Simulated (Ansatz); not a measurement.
# MnO: stress in a strained cell

MnO is deformed so: zz strain of +2 %. What stress and forces result, by LAPW, PAW and all-electron datasets made for the crystal?

Program: Ansatz 0.2.0. Level of theory: DFT PBE, scalar-relativistic. These are calculated values, not measurements.

### 1 The system as given

Symmetry: Fm-3m, No. 225, cubic system. The conventional cell has a = 4.444 Å, b = 4.444 Å, c = 4.444 Å, α = 90.00°, β = 90.00°, γ = 90.00°. Mn (site symmetry m-3m) is surrounded by 6 O at 2.22 Å. O (site symmetry m-3m) is surrounded by 6 Mn at 2.22 Å.

Structure file:

```
Mn O
1.0
     0.00000    2.22200    2.22200
     2.22200    0.00000    2.22200
     2.22200    2.22200    0.00000
Mn O
1 1
Direct
  0.00000 0.00000 0.00000
  0.50000 0.50000 0.50000
```

Atoms are numbered in the order of the input: Mn1, O2.

### 2 The deformed structure

Space group Fm-3m before, I4/mmm after.

### 3 Full-potential LAPW

Input file input.yaml:

```yaml
crystal:
  lattice:
    - [0.0, 2.222, 2.26644]
    - [2.222, 0.0, 2.26644]
    - [2.222, 2.222, 0.0]
  atoms:
    - { symbol: Mn, position: [0.0, 0.0, 0.0], spin: 4.0 }
    - { symbol: O, position: [0.5, 0.5, 0.5] }
magnetization:
  spin_polarized: true
kpoints:
  mp_grid: { grid: [16, 16, 16] }
  band_path:
    path:
      - [0.0, 0.0, 0.0]
      - [0.0, 0.5, 0.5]
      - [0.25, 0.75, 0.5]
      - [0.0, 0.5, 0.0]
      - [0.0, 0.0, 0.0]
      - [0.5, 0.5, 0.0]
      - [0.3701460977, 0.6298539023, 0.0]
      - [-0.3701460977, 0.3701460977, 0.0]
      - [0.0, 0.0, 0.0]
    npoints: 5
scf:
  occupations: { method: fermi_dirac, width: 0.05 }
hamiltonian:
  xc: pbe
  pseudopotentials: { kind: all_electron, lapw: { basis_error: 0.00025 } }
output:
  forces: true
  stress: true
  eigenvalues: true
```

On the command line:

```console
$ ansatz run input.yaml --threads 1 --pin off --max-ram 3072MiB --backend cpu --events-out ev --progress --plain --runs-dir out
```

### 4 PAW with frozen cores

Input file input.yaml:

```yaml
crystal:
  lattice:
    - [0.0, 2.222, 2.26644]
    - [2.222, 0.0, 2.26644]
    - [2.222, 2.222, 0.0]
  atoms:
    - { symbol: Mn, position: [0.0, 0.0, 0.0], spin: 4.0 }
    - { symbol: O, position: [0.5, 0.5, 0.5] }
magnetization:
  spin_polarized: true
kpoints:
  mp_grid: { grid: [16, 16, 16] }
scf:
  occupations: { method: fermi_dirac, width: 0.05 }
hamiltonian:
  xc: pbe
  pseudopotentials: { kind: paw }
output:
  forces: true
  stress: true
  eigenvalues: true
  efg: { contact_densities: true }
  write_density: true
  write_potential: true
  elf: true
  volumetric_format: npy
```

### 5 Datasets made for this crystal

input.yaml: that of step 4 with these lines changed.

```diff
@@ -16,3 +16,3 @@
   xc: pbe
-  pseudopotentials: { kind: paw }
+  pseudopotentials: { kind: all_electron, datasets: crystal }
 output:
@@ -22,5 +22 @@
   efg: { contact_densities: true }
-  write_density: true
-  write_potential: true
-  elf: true
-  volumetric_format: npy
```

(Steps that only read results are left out.)

**Question.** What will these runs give? Wanted: pressure; largest shear or deviatoric stress.

The runs gave:

```
                                 quantity                                              value
                                 pressure  LAPW -2.16, PAW -2.17, crystal datasets -2.16 GPa
largest shear or deviatoric stress (LAPW)                                           0.42 GPa
```

What this shows: The largest part of the stress beyond the pressure is 0.42 GPa in size, in the zz component; the atoms are carried along and not relaxed. No run of the undeformed cell stands beside it, so the pressure holds what the given cell had before the change. PAW: stress within 0.02 GPa of LAPW. Crystal datasets: stress within 0.01 GPa of LAPW. Other magnetic orders may lie lower; this is the state that the run reached. With one magnetic atom in the cell only ferromagnetic order fits; the real order can differ. No U acts on the open 3d shell, so the metal found here may be the functional's error.
